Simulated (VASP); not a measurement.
**From an Ansatz input to VASP: SiC (strained zincblende)**

Ansatz input

```yaml
crystal:
  lattice:
    - [0.0453034889, 2.1780523503, 2.1780523503]
    - [2.1780523503, 0.0453034889, 2.1780523503]
    - [2.2233558391, 2.2233558391, -1.0e-10]
  atoms:
    - { symbol: Si, position: [0.0018508163, 0.0018508163, -0.0018508163] }
    - { symbol: C, position: [0.2481491837, 0.2481491837, 0.2518508163] }
kpoints:
  mp_grid: { grid: [10, 10, 10] }
  band_path:
    path:
      - [0.0, 0.0, 0.0]
      - [-0.5, -0.5, 0.0]
      - [-0.375, -0.375, 0.25]
      - [-0.375, 0.0, 0.375]
      - [0.0, 0.0, 0.5]
      - [-0.5, -0.25, 0.25]
    npoints: 1
hamiltonian:
  xc: r2scan
scf:
  occupations: { method: fixed }
  n_extra_bands: 4
output:
  forces: true
  stress: true
  eigenvalues: true
```

Task: Translate this input to VASP.

Result: 

INCAR

```
PREC = Accurate
NBANDS = 11
SIGMA = 0.01
ISMEAR = 0
ALGO = Normal
NELM = 120
LWAVE = .FALSE.
LELF = .TRUE.
IBRION = -1
LREAL = .FALSE.
NSW = 0
ENCUT = 520
METAGGA = R2SCAN
EDIFF = 1E-7
LASPH = .TRUE.
ISIF = 2
LCHARG = .TRUE.
```

KPOINTS

```
KPOINTS created by Atomic Simulation Environment
0
Gamma
10 10 10
0 0 0
```

KPOINTS_OPT

```
special points
6
Reciprocal
0.0000000000 0.0000000000 0.0000000000 1
-0.5000000000 -0.5000000000 0.0000000000 1
-0.3750000000 -0.3750000000 0.2500000000 1
-0.3750000000 0.0000000000 0.3750000000 1
0.0000000000 0.0000000000 0.5000000000 1
-0.5000000000 -0.2500000000 0.2500000000 1
```

POSCAR

```
Si C
 1.0000000000000000
     0.0453034888750000    2.1780523502750002    2.1780523502744802
     2.1780523502750002    0.0453034888750000    2.1780523502744802
     2.2233558390999999    2.2233558390999999   -0.0000000000510401
 Si  C
   1   1
Cartesian
  0.0000000000000925  0.0000000000000925  0.0080623494844211
  1.1116779195624076  1.1116779195624076  1.0809638256400591
```

VASP ran with the recommended PBE PAW datasets (8 valence electrons in the cell). Other inputs would serve too.

```
                            Ansatz     VASP
gap between bands v and c  1.41 eV  1.42 eV
         least direct gap  4.57 eV  4.58 eV
                 pressure  0.3 GPa  0.1 GPa
```

Each program uses its own PAW datasets. VASP's cell holds 8 valence electrons and Ansatz's 8. Ansatz's stress includes a Pulay correction; VASP's doesn't.
